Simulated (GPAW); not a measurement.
Input of a GPAW 26.7.0 run:

File run.py:

```python
from ase.dft.bandgap import bandgap
from ase.io import read, write
from ase.units import GPa
from gpaw import GPAW, PW

atoms = read('POSCAR')

calc = GPAW(mode=PW(650),
            xc='LDA',
            kpts={'size': (9, 9, 9), 'gamma': True},
            occupations={'name': 'fermi-dirac', 'width': 0.05},
            setups={'Ti': ':d,5.0'},
            nbands=18,
            maxiter=120,
            txt='gpaw.txt')
atoms.calc = calc
energy = atoms.get_potential_energy()
forces = atoms.get_forces()
stress = atoms.get_stress()
calc.write('gs.gpw')
write('result.traj', atoms)
print(f'Energy: {energy:.6f} eV')
print('Forces (eV/A):')
print(forces.round(4))
print('Stress (GPa):', (stress / GPa).round(3))
print('Fermi level:', round(calc.get_fermi_level(), 4), 'eV')
print(f'Gap: {bandgap(calc)[0]:.4f} eV, direct: {bandgap(calc, direct=True)[0]:.4f} eV')
```

Contents of POSCAR:

```
TiC
1.0
    0.0000000000      2.1657188437      2.1657188437
    2.1657188437      0.0000000000      2.1657188437
    2.1657188437      2.1657188437      0.0000000000
Ti C
1 1
Direct
    0.0000000000      0.0000000000      0.0000000000
    0.5000000000      0.5000000000      0.5000000000
```

Potentials or basis: the program's PAW data sets (release 1.2.1) made for this functional, pw.

Launch:

```bash
$ OMP_NUM_THREADS=1 python run.py
```

Problem. What does it give for the band gap on the k mesh?

Solution. None (metal or under the smearing width).

Problem. Predict the pressure.

Solution. -2.2 GPa.

Caveat: the cutoff is short for stress and forces, so pressures can be off by a GPa or more; U without spin polarisation on a metal has little footing; the U is typed as a test and isn't derived for this compound.
